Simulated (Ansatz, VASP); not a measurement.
**Two plane-wave programs on AgCl**

```
CELL_PARAMETERS angstrom
0.00000 2.77315 2.77315
2.77315 0.00000 2.77315
2.77315 2.77315 0.00000
ATOMIC_POSITIONS crystal
Ag 0.50000 0.50000 0.50000
Cl 0.00000 0.00000 0.00000
```

Alike in both runs: task relaxation of cell and atoms; functional PBE; k mesh 8 × 8 × 8; occupations gaussian, width 0.02 eV; no spin polarisation.

|  | VASP | Ansatz |
| --- | --- | --- |
| version | VASP 6.6.1 | Ansatz 0.2.0 |
| potentials or method | VASP PAW PBE potentials, release 64 (Ag, Cl) | scalar-relativistic, plane waves, PAW |
| plane-wave cutoff (eV) | 600 | 420 |
| valence electrons in the cell | 18 | 26 |

```tsv
	VASP	Ansatz	Ansatz less VASP
gap on the k mesh at the Fermi level, each at its own relaxed structure (eV)	0.92	0.92	+0.003
relaxed volume (Å³/atom)	22.04	22.09	+0.055
relaxed cell length with the largest relative difference (Å)	3.965	3.968	+0.0033
energy change over the relaxation (meV/atom)	-3	-4	-0.5
```

The two sets of potentials don't hold the same shells in valence.

A k mesh can miss the band edges. Zero-point motion and thermal expansion aren't in these numbers. Expect the measured gap to be larger: semilocal functionals such as PBE lack the derivative discontinuity.
